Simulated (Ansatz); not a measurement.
# GaN (100): surface energy and levels, part 2 of 2

The task, for GaN: compute energy, relaxation and work function or band edges of the (100) face.

Ansatz 0.2.0; DFT PBEsol, scalar-relativistic, plane waves, PAW.

### Step 4. All atoms of the slab relaxed

The COD entry's cell or inner coordinates are ideal or old and differ from later refinements, so a difference from it is no clean test against experiment.

The input, input.yaml:

```yaml
crystal:
  lattice:
    - [3.182578488, 0.0, 0.0]
    - [0.0, 5.18542608, 0.0]
    - [0.0, 0.0, 18.6749250935]
  atoms:
    - { symbol: Ga, position: [0.0, 0.000805893, 0.4016080366] }
    - { symbol: "N", position: [0.0, 0.624194107, 0.4016080366] }
    - { symbol: Ga, position: [0.5, 0.500805893, 0.4508040183] }
    - { symbol: "N", position: [0.5, 0.124194107, 0.4508040183] }
    - { symbol: Ga, position: [0.5, 0.000805893, 0.5491959817] }
    - { symbol: "N", position: [0.5, 0.624194107, 0.5491959817] }
    - { symbol: Ga, position: [0.0, 0.500805893, 0.5983919634] }
    - { symbol: "N", position: [0.0, 0.124194107, 0.5983919634] }
basis:
  ecutwfc: 420
kpoints:
  mp_grid: { grid: [8, 5, 1] }
hamiltonian:
  xc: pbesol
scf:
  occupations: { method: gaussian, width: 0.05 }
output:
  forces: true
  eigenvalues: true
  write_density: true
  write_potential: true
  elf: true
  volumetric_format: npy
relax:
  adjacent_minimum: "off"
  f_tol: 0.02
  max_steps: 60
efield:
  axis: 3
  dipole_correction: true
```

Launch:

```sh
$ ansatz run input.yaml --threads 1 --pin off --max-ram 2560MiB --backend cpu --events-out ev --progress --plain --runs-dir out
```

The program printed:

```text
Warning: RAYON_NUM_THREADS=1 ignored (pool sized by the plan → 1); use --threads N
Engine: ansatz 0.2.0, x86_64-unknown-linux-gnu
Pseudopotentials: kind: paw
Pseudopotential: Ga, paw, valence charge 13, recommended cutoff 420 eV (normal), Ga.paw.azcp
Pseudopotential: N, paw, valence charge 5, recommended cutoff 420 eV (normal), N.paw.azcp
Functional definition: PBEsol
  exchange = pbesol_x
  correlation = pbesol_c
Crystal: 8 atoms, lattice volume = 308.193 Å³
Basis set: ecut = 420 eV, 6037 PW (Γ), exchange–correlation on 48×72×250 points (8 copies of the dense FFT grid, shifted against one another)
Bands: 44, of which v1, the nominal top of the filled ones, is band 36 counted from 1 (35 counted from 0)
Symmetry: 2 space group operations
k-points: 15 of 40 (time reversal used)
Non-local potential: Ga, projectors of the file, l = 0: 2, l = 1: 2, l = 2: 3, l = 3: 1
Non-local potential: N, projectors of the file, l = 0: 2, l = 1: 2, l = 2: 1
PAW form: soft (Blöchl's): semilocal exchange-correlation on the pseudo side does not see the compensation charge
PAW frozen core: Ga, regenerated for the run's functional, and the local potential with it (the file was generated under x = pbe(κ = 0.804, μ = 0.2195149727645171), c = pbe(β = 0.06672455060314922))
PAW frozen core: N, regenerated for the run's functional, and the local potential with it (the file was generated under x = pbe(κ = 0.804, μ = 0.2195149727645171), c = pbe(β = 0.06672455060314922))
PAW one-centre angular grid: Ga, 590 points (default); XC on 64 Gauss nodes
PAW one-centre angular grid: N, 110 points (default); XC on 64 Gauss nodes
Initial density: superposition of atomic densities (neutral atoms: chi_scale 0, normalization atom), corrected by the library's trained network
Initial wavefunctions: pseudopotential atomic-orbital guess
Functional: x = pbesol(κ = 0.804, μ = 0.12345679012345678), c = pbesol(β = 0.046)
SCF iter   1: F=—  HF=-16486.900612 eV  |F-HF|=—  |Δ(HF+E_count)|=         —  Δρ=8.06e-3  dr2=2.27e-1  ethr=1.77e-3  p=0.000 e·Å  D=3.63e-14 V/Å  ΔV_dip=-0.00 eV  dr2_dipole=3.84e-8  V_vac-E_F(+/−)=4.45/4.45 eV  ⟨swp⟩=7.2  Hψ=2958  notcnv=0  defer=3
efield: sawtooth ramp at fractional position 0.9500 (placed from the atoms, in the widest stretch of the axis that holds none; the zero of the levels goes with the place), width 0.1000; the density the first Hamiltonian is built on has a dipole p = 0.000 e·Å; the dipole correction subtracts the counter field D = 3.63e-14 V/Å, which shifts the + side's vacuum level by -0.00 eV against the − side's; the planar-averaged density in the ramp window peaks in size at 3.2e-5 e/Å³
preconditioner: auto → Resta (q_TF=auto, 2.141 Å⁻¹)  ε∞=2.5  [insulator: Δε(μ)=0.258 eV  Ē_g=14.895 eV  σ=0.050 eV  W_gap=1.00  n_scr=44 (ndim 8)  ℏωp=17.9 eV  f_vac=0.635  D(μ)=0.00/eV (n_scr^D=0)  ε∞_Penn≈2.5  vacuum switching on, ρ_ref=1.6e-2 e/Å³]
SCF iter   2: F=—  HF=-16486.856939 eV  |F-HF|=—  |Δ(HF+E_count)|=   4.37e-2  Δρ=3.14e-3  dr2=3.91e-2  ethr=3.16e-4  p=-0.000 e·Å  D=-4.72e-5 V/Å  ΔV_dip=0.00 eV  dr2_dipole=1.22e-7  V_vac-E_F(+/−)=4.80/4.80 eV  ⟨swp⟩=3.0  Hψ=1119  notcnv=0  defer=35
SCF iter   3: F=—  HF=-16486.850158 eV  |F-HF|=—  |Δ(HF+E_count)|=   6.78e-3  Δρ=8.38e-4  dr2=1.95e-3  ethr=5.43e-5  p=0.000 e·Å  D=8.08e-6 V/Å  ΔV_dip=-0.00 eV  dr2_dipole=9.69e-9  V_vac-E_F(+/−)=4.72/4.72 eV  ⟨swp⟩=2.0  Hψ=900  notcnv=0  defer=35
SCF iter   4: F=—  HF=-16486.850423 eV  |F-HF|=—  |Δ(HF+E_count)|=   2.65e-4  Δρ=4.28e-4  dr2=5.73e-4  ethr=2.71e-6  p=-0.000 e·Å  D=-1.33e-5 V/Å  ΔV_dip=0.00 eV  dr2_dipole=1.48e-8  V_vac-E_F(+/−)=4.74/4.74 eV  ⟨swp⟩=2.2  Hψ=949  notcnv=0  defer=35
SCF iter   5: F=—  HF=-16486.850611 eV  |F-HF|=—  |Δ(HF+E_count)|=   1.88e-4  Δρ=1.25e-4  dr2=4.36e-5  ethr=7.95e-7  p=0.000 e·Å  D=1.25e-5 V/Å  ΔV_dip=-0.00 eV  dr2_dipole=1.56e-8  V_vac-E_F(+/−)=4.76/4.76 eV  ⟨swp⟩=3.2  Hψ=1243  notcnv=0  defer=35
iter 6 did not close the SCF: its close was put off until two iterations running show no level that it waits for move by more than its bar (scf_convergence_deferred on its scf_iter line)
SCF iter   6: F=-16486.850640 eV  HF=-16486.850637 eV  |F-HF|=3.14e-6  |Δ(HF+E_count)|=   2.58e-5  Δρ=4.41e-5  dr2=4.90e-6  ethr=1.39e-8  p=-0.000 e·Å  D=-1.65e-5 V/Å  ΔV_dip=0.00 eV  dr2_dipole=2.69e-8  V_vac-E_F(+/−)=4.77/4.77 eV  ⟨swp⟩=22.4  Hψ=7469  notcnv=0
iter 7 did not close the SCF: its close was put off until two iterations running show no level that it waits for move by more than its bar (scf_convergence_deferred on its scf_iter line)
SCF iter   7: F=-16486.850640 eV  HF=-16486.850641 eV  |F-HF|=5.43e-7  |Δ(HF+E_count)|=   3.57e-6  Δρ=1.65e-5  dr2=1.23e-6  ethr=6.80e-9  p=0.000 e·Å  D=4.44e-5 V/Å  ΔV_dip=-0.00 eV  dr2_dipole=1.92e-7  V_vac-E_F(+/−)=4.77/4.77 eV  ⟨swp⟩=14.7  Hψ=5859  notcnv=0
iter 8 did not close the SCF: its close was put off until two iterations running show no level that it waits for move by more than its bar (scf_convergence_deferred on its scf_iter line)
SCF iter   8: F=-16486.850639 eV  HF=-16486.850641 eV  |F-HF|=2.03e-6  |Δ(HF+E_count)|=   5.36e-7  Δρ=1.60e-5  dr2=1.95e-6  ethr=1.70e-9  p=-0.000 e·Å  D=-6.42e-5 V/Å  ΔV_dip=0.00 eV  dr2_dipole=4.02e-7  V_vac-E_F(+/−)=4.77/4.77 eV  ⟨swp⟩=11.6  Hψ=5444  notcnv=0
SCF iter   9: F=-16486.850641 eV  HF=-16486.850641 eV  |F-HF|=2.31e-7  |Δ(HF+E_count)|=   9.96e-8  Δρ=6.12e-6  dr2=2.54e-7  ethr=1.70e-9  p=-0.000 e·Å  D=-2.26e-5 V/Å  ΔV_dip=0.00 eV  dr2_dipole=5.01e-8  V_vac-E_F(+/−)=4.77/4.77 eV  ⟨swp⟩=11.5  Hψ=5142  notcnv=0
SCF 1 converged in 9 iterations: F = -16486.850641 eV  dr2 = 2.54e-7
relax step   1: F+E_penalty+E_count = -16486.85064092 eV  Δ(F+E_penalty+E_count) = +0.000e0 eV  max|allowed force component| = 1.827e0 eV/Å  Δτ_max = 0.0000 Å  (9 SCF iters, dr2 threshold 1.00e-5 eV, accepted)
[... from here on, the SCF cycles and remarks between the steps are left out ...]
relax step   2: F+E_penalty+E_count = -16487.61970895 eV  Δ(F+E_penalty+E_count) = -7.691e-1 eV  max|allowed force component| = 1.277e0 eV/Å  Δτ_max = 0.1985 Å  (6 SCF iters, dr2 threshold 1.00e-4 eV, accepted)
relax step   3: F+E_penalty+E_count = -16487.88037189 eV  Δ(F+E_penalty+E_count) = -2.607e-1 eV  max|allowed force component| = 7.742e-1 eV/Å  Δτ_max = 0.1542 Å  (6 SCF iters, dr2 threshold 1.00e-4 eV, accepted)
relax step   4: F+E_penalty+E_count = -16488.00364546 eV  Δ(F+E_penalty+E_count) = -1.233e-1 eV  max|allowed force component| = 3.653e-1 eV/Å  Δτ_max = 0.0536 Å  (6 SCF iters, dr2 threshold 1.00e-4 eV, accepted)
relax step   5: F+E_penalty+E_count = -16488.04065096 eV  Δ(F+E_penalty+E_count) = -3.701e-2 eV  max|allowed force component| = 1.511e-1 eV/Å  Δτ_max = 0.0486 Å  (6 SCF iters, dr2 threshold 2.97e-5 eV, accepted)
relax step   6: F+E_penalty+E_count = -16488.04379596 eV  Δ(F+E_penalty+E_count) = -3.145e-3 eV  max|allowed force component| = 9.838e-3 eV/Å  Δτ_max = 0.0161 Å  (5 SCF iters, dr2 threshold 3.90e-6 eV, accepted)
relax step   7: F+E_penalty+E_count = -16488.04379646 eV  Δ(F+E_penalty+E_count) = -5.009e-7 eV  max|allowed force component| = 9.906e-3 eV/Å  Δτ_max = 0.0000 Å  (3 SCF iters, accepted)
WARN: The output density's exchange-correlation potential varies sharply where the density is thin. Do not read a vacuum level from v_tot or v_xc, or from such a field of the output density. On a cell that repeats whose density bears no net charge and no dipole along the vacuum's axis use v_es (v_loc + v_h of the components); under efield.dipole_correction with no amplitude use v_es + v_field, which holds any external_charges[].barrier, or the levels of the report's work_function block, which leave it out; under a non-zero efield.amplitude the vacuum is tilted and has no level; on a cell that repeats and bears such a dipole with no correction it is tilted too, and efield.dipole_correction with no amplitude gives each side of its ramp a level where efield: is served; in a cell that repeats whose density bears a net charge (total_charge, or a fill off its count) it is curved and has none; of a slab under crystal.periodic whose density bears no net charge use v_es, which has a level on each side, short of where the two are joined; of another it falls or rises all the way out and has none; of a slab beside external_charges read slab_vacuum_level instead, which it has where they leave it neutral. The grid or the basis barely resolves most such structure, and the values can differ between equally converged runs; as a rule a tighter scf.convergence.dr2_threshold does not remove it. Where the density itself ripples (under the LDA too) a higher basis.ecutwfc lessens it. The files hold the spikes' plane waves up to the density's cutoff. Files: v_tot_of_output_density and the like, and their columns of v_z.tsv (output.write_potential); v_xc_of_output_density and the like, and their columns of v_comp_z.tsv (output.write_potential_components). Measured: with its Gaussian average of σ = 0.25 Å subtracted twice, the exchange-correlation potential is over 0.1 eV at 144 of the grid points where the equally averaged density (valence and model cores) is under 1e-3 e/Å³, and 0.323 eV at the most among them, at an averaged density of 4.1e-7 e/Å³. The input density's (outcome.potential() and, of a run that writes arrays, v_tot and v_xc) is over 0.1 eV, so measured, at 11 points of its own thin density, 0.168 eV at the most. See output.write_potential in the manual, Limitations
SCF converged after 3 iterations
Free energy (F): -16488.043796 eV
Harris-Foulkes:  -16488.043796 eV  (|F-HF|=9.73e-8)
Internal energy: -16488.043796 eV  (E = F + TS)
E sigma→0 (E₀):  -16488.043796 eV
Fermi energy:    -0.330462 eV
Dipole field:    D = 0.000048 V/Å  (p = 0.000082 e·Å, saw-weighted, corrected)
Work function:   Φ+ = 4.8519 eV   Φ− = 4.8529 eV
Levels:          The Fermi level and band energies are counted from a zero that moves with the ramp; work functions are not
--- Per-component energies (eV) ---
  E_band       = -802.759247
  E_kinetic    = 984.496533
  E_local      = -55971.150605  (includes V_loc(G=0)·N_el)
  E_nonlocal   = 1899.089702
  E_hartree    = 27278.471543
  E_xc         = -510.115064
  E_vxc        = -534.046701  (∫ρ·V_xc dr)
  E_paw        = -8297.935803  (= ΣΔE_a)
  E_vpaw       = -1738.117450  (= ΣTr[D̂ρ^β])
  E_aug_tail   = -0.000152  (compensation charges beyond the density's cutoff)
  E_efield     = 0.000000  (sawtooth field / dipole correction)
  E_vefield    = -0.000000  (∫n·V_field dr)
  E_ewald      = 18125.535743
  E_core_change = 3.564307  (= ΣΔE_core)
  E_smearing   = -0.000000  (= −TS)
  E_closure    = -0.000000  (closes the sum)
  Σ components = -16488.043796   (vs F -16488.043796, Δ=0.00e0)
--- Forces (eV/Å), atoms counted from 1 ---
  atom   1  Ga     0.00000000     0.00738014     0.00118479
  atom   2  N      0.00000000     0.00291180     0.00323300
  atom   3  Ga     0.00000000    -0.00387427     0.00756621
  atom   4  N      0.00000000    -0.00632165     0.00989941
  atom   5  Ga     0.00000000    -0.00222506    -0.00783090
  atom   6  N      0.00000000    -0.00788138    -0.00974900
  atom   7  Ga     0.00000000     0.00469265    -0.00086961
  atom   8  N      0.00000000     0.00532940    -0.00348265
  max |Σ_I F_I| component: 4.88e-5 eV/Å
--- Band table (eV; the first three rows and the last of 15) ---
  k-point 0: bands = ["-17.1846", "-16.7494", "-16.2494", "-16.1655", "-14.9787", "-14.9647", "-14.9033", "-14.8690", "-14.8532", "-14.8390", "-14.8039", "-14.7678", "-14.7241", "-14.7235", "-14.3734", "-14.3645", "-14.3125", "-14.2963", "-14.2476", "-14.1863", "-14.1845", "-13.5424", "-12.8409", "-12.3618", "-8.1083", "-6.7900", "-5.8375", "-4.2717", "-3.9323", "-3.1844", "-2.6321", "-2.1276", "-1.7959", "-1.6429", "-1.4918", "-1.3404", "0.6314", "2.1897", "3.8583", "3.8716", "4.2235", "4.2943", "4.6400", "4.6429"]
[... 3 lines left out ...]
--- Relaxed structure (7 steps of the walk, 7 accepted, 0 SCFs on fresh bases) ---
  F+E_penalty+E_count = -16488.04379646 eV   max|allowed force component| = 9.906e-3 eV/Å
  atoms:
    - { symbol: Ga, position: [0.0, -0.02210851964917184, 0.41943288523728234] }
    - { symbol: N, position: [0.0, 0.6326961271143369, 0.4023182671094476] }
    - { symbol: Ga, position: [0.5, 0.504139214341628, 0.440153891521315] }
    - { symbol: N, position: [0.5, 0.1352637074614472, 0.4493954108479873] }
    - { symbol: Ga, position: [0.5, 0.0041340596808309114, 0.5598470684464485] }
    - { symbol: N, position: [0.5, 0.6352775474204595, 0.5506026164868641] }
    - { symbol: Ga, position: [0.0, 0.477908055262603, 0.5805671007221568] }
    - { symbol: N, position: [0.0, 0.1326898083678663, 0.597682759628498] }
```

Wall time 3.6 min (1 thread of Intel Xeon at 2.70GHz, shared host); peak memory 0.55 GiB.

The steps of the relaxation:

```csv
step,energy from step 1 (eV/cell),largest force component (eV/Å)
1,0.0000,1.8273
2,-0.7691,1.2773
3,-1.0297,0.7742
4,-1.1530,0.3653
5,-1.1900,0.1511
6,-1.1932,0.0098
7,-1.1932,0.0099
```

Step 1 is the start.

This gives gap on the mesh 1.92 eV; ionisation potential 5.81 eV; electron affinity 3.89 eV.

Plane-averaged electrostatic potential energy of an electron across the slab, counted from the valence-band top:

(z (Å), V (eV)): (1.79, 5.82), (2.09, 5.82), (2.39, 5.82), (2.69, 5.82), (2.99, 5.82), (3.29, 5.82), (3.59, 5.82), (3.88, 5.81), (4.18, 5.81), (4.48, 5.81), (4.78, 5.81), (5.08, 5.80), (5.38, 5.78), (5.98, 5.60), (6.27, 5.29), (6.57, 4.53), (6.87, 2.51), (7.17, -2.30), (7.47, -7.10), (7.77, -9.30), (8.07, -9.90), (8.37, -9.24), (8.67, -5.54), (8.96, -0.49), (9.26, 2.06), (9.56, 1.28), (9.86, -2.92), (10.16, -7.81), (10.46, -9.80), (10.76, -9.73), (11.06, -8.53), (11.35, -4.91), (11.65, 0.34), (11.95, 3.82), (12.25, 5.00), (12.55, 5.48), (12.85, 5.68), (13.45, 5.79), (13.74, 5.80), (14.04, 5.81), (14.34, 5.81), (14.64, 5.81), (14.94, 5.81), (15.24, 5.82), (15.54, 5.82), (15.84, 5.82), (16.14, 5.82), (16.43, 5.82), (16.73, 5.82), (17.03, 5.82)

Density in a lattice plane of the grid's cell (edges 5.19 and 18.67 Å, at 0.000 of the third edge), which holds Ga and N.

Values in e/Å³, 12 rows by 6 columns:
```
 0.00  0.00  0.00  0.00  0.00  0.00
 0.00  0.00  0.00  0.00  0.00  0.00
 0.00  0.00  0.00  0.00  0.00  0.00
 0.05  0.10  0.05  0.03  0.01  0.01
 0.91  3.13  1.14 41.41  0.34  0.07
 0.06  0.06  0.05  0.06  0.06  0.05
41.41  0.34  0.07  0.91  3.13  1.14
 0.03  0.01  0.01  0.05  0.10  0.05
 0.00  0.00  0.00  0.00  0.00  0.00
 0.00  0.00  0.00  0.00  0.00  0.00
 0.00  0.00  0.00  0.00  0.00  0.00
 0.00  0.00  0.00  0.00  0.00  0.00
```
Columns run along the first of these edges and rows up along the second, over one cell in 6 and 12 even steps from the bottom left corner. Atoms in the plane (fractional): Ga at (0.98, 0.42), N at (0.63, 0.40), Ga at (0.48, 0.58), N at (0.13, 0.60).

ELF in the same plane.

Values, 12 rows by 6 columns:
```
0.00 0.00 0.00 0.00 0.00 0.00
0.00 0.00 0.00 0.00 0.00 0.00
0.02 0.03 0.01 0.00 0.00 0.00
0.57 0.66 0.37 0.19 0.06 0.03
0.75 0.41 0.31 0.14 0.22 0.06
0.07 0.04 0.05 0.07 0.04 0.05
0.14 0.22 0.06 0.75 0.41 0.31
0.19 0.06 0.03 0.57 0.66 0.37
0.00 0.00 0.00 0.02 0.03 0.01
0.00 0.00 0.00 0.00 0.00 0.00
0.00 0.00 0.00 0.00 0.00 0.00
0.00 0.00 0.00 0.00 0.00 0.00
```
Columns run along the first of these edges and rows up along the second, over one cell in 6 and 12 even steps from the bottom left corner. Atoms in the plane (fractional): Ga at (0.98, 0.42), N at (0.63, 0.40), Ga at (0.48, 0.58), N at (0.13, 0.60).

Both are smooth fields of the valence electrons: close to the nuclei they are not physical.

The highest ELF values outside the cores: 0.88 beside N, off the lines to its neighbours, 0.8 Å from N; 0.85 on the N–Ga line, 0.7 Å from N; 0.84 in the shell around N, 0.6 Å from N.

### Step 5. What the (100) slab gives

γ = (E_slab − N E_bulk) / (2A); here N = 8 and A = 16.50 Å².

|  | as cut | relaxed |
| --- | --- | --- |
| surface energy, mean of both faces | 2.20 J/m² | 1.62 J/m² |
| gap of the slab on the mesh | 0.39 eV | 1.92 eV |
| dipole along +c (e·Å/cell) | 0.000 | 0.000 |

Spacings of the planes, from the bottom up:

| plane | atoms | spacing to the next, as cut (Å) | relaxed (Å) | change (%) | rumpling (Å) |
| --- | --- | --- | --- | --- | --- |
| 1 | GaN | 0.919 | 0.633 | -31.1 | 0.320 |
| 2 | GaN | 1.837 | 2.063 | +12.3 | 0.173 |
| 3 | GaN | 0.919 | 0.633 | -31.1 | 0.173 |
| 4 | GaN |  |  |  | 0.320 |

### Step 6. Summary of results

This closing draws on all 2 parts.

```
                                  quantity      value
surface energy, (100), cut with GaN on top  1.62 J/m²
```

In words: On (100) the top spacing contracts by 31.1 %, and relaxation gains 0.579 J/m² a face. The top plane rumples by 0.32 Å. Inner planes relax by over 3 % too, so the slab is too thin to hold a bulk-like region. A small gap on a finite set of k points may hide a crossing between them.
